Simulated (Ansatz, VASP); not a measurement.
**Be in VASP and in Ansatz**

```
CELL_PARAMETERS angstrom
2.22621 0.00000 0.00000
-1.11311 1.92796 0.00000
0.00000 0.00000 3.34075
ATOMIC_POSITIONS crystal
Be 0.33333 0.66667 0.25000
Be 0.66667 0.33333 0.75000
```

Change from the starting cell: strain +0.000 along x and y, -0.050 along z, atoms carried along.

Alike in both runs: task single point; functional LDA; k mesh 30 × 30 × 18; occupations gaussian, width 0.15 eV; no spin polarisation.

```csv
,VASP,Ansatz
version,VASP 6.6.1,Ansatz 0.2.0
potentials or method,"VASP PAW LDA potentials, release 64 (Be)","scalar-relativistic, plane waves, PAW"
plane-wave cutoff (eV),520,420
valence electrons in the cell,4,4
```

|  | VASP | Ansatz | Ansatz less VASP |
| --- | --- | --- | --- |
| gap on the k mesh at the Fermi level (eV) | none | none | - |
| pressure (GPa) | 8.9 | 8.4 | -0.52 |
| largest component of the traceless stress (GPa) | 14.34 | 14.33 | -0.010 |

A gap of «none» marks a metal or a gap that the smearing closes.
